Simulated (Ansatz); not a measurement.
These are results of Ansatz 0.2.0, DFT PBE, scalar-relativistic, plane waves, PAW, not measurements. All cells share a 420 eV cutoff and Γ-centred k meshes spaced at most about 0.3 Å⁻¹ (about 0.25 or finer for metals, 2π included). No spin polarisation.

Temperature and zero-point effects are left out.

Question: Which of these relaxed structures of Si2C3 is the lowest in energy?
1.

```cif
data_structure
_symmetry_space_group_name_H-M 'P-3m1'
_symmetry_Int_Tables_number 164
_cell_length_a 2.6628
_cell_length_b 2.6628
_cell_length_c 20.7999
_cell_angle_alpha 90.000
_cell_angle_beta 90.000
_cell_angle_gamma 120.000
_cell_volume 127.72
loop_
_atom_site_label
_atom_site_type_symbol
_atom_site_symmetry_multiplicity
_atom_site_Wyckoff_symbol
_atom_site_fract_x
_atom_site_fract_y
_atom_site_fract_z
_atom_site_occupancy
Si1 Si 2 d 0.33333 0.66667 0.05138 1
Si2 Si 2 d 0.33333 0.66667 0.16745 1
C1 C 2 d 0.33333 0.66667 0.89413 1
C2 C 2 d 0.33333 0.66667 0.38648 1
C3 C 2 d 0.33333 0.66667 0.61353 1
```

2.

```cif
data_structure
_symmetry_space_group_name_H-M 'R-3m:H'
_symmetry_Int_Tables_number 166
_cell_length_a 2.8894
_cell_length_b 2.8894
_cell_length_c 17.9998
_cell_angle_alpha 90.000
_cell_angle_beta 90.000
_cell_angle_gamma 120.000
_cell_volume 130.14
loop_
_atom_site_label
_atom_site_type_symbol
_atom_site_symmetry_multiplicity
_atom_site_Wyckoff_symbol
_atom_site_fract_x
_atom_site_fract_y
_atom_site_fract_z
_atom_site_occupancy
Si1 Si 6 c 0.33333 0.66667 0.93335 1
C1 C 3 a 0.00000 0.00000 0.00000 1
C2 C 6 c 0.66667 0.33333 0.87084 1
```

Answer: 2. The other, cell 1, lies 132 meV/atom higher. Forms: cell 2 R-3m; cell 1 P-3m1. Counting C atoms around Si (those within 1.25 times the shortest such distance or 1.15 times the sum of covalent radii): cell 2 has Si 6; cell 1 has Si 3. Cell 2 holds C–C pairs (shortest 1.35 Å); cell 1 holds Si–Si pairs (shortest 2.41 Å) and C–C nets (shortest 1.54 Å). Both come from invented guesses. Even the lowest of the cells shown lies +0.58 eV/atom against the elements.

No dispersion correction is applied, so the spacing and binding between layers, chains or molecules are poorly described (P-3m1), and this can change margins and order among such cells. Cells relaxed within their symmetry can be saddle points. Some types were kept out of the candidates beforehand, so the set may lack a known form.
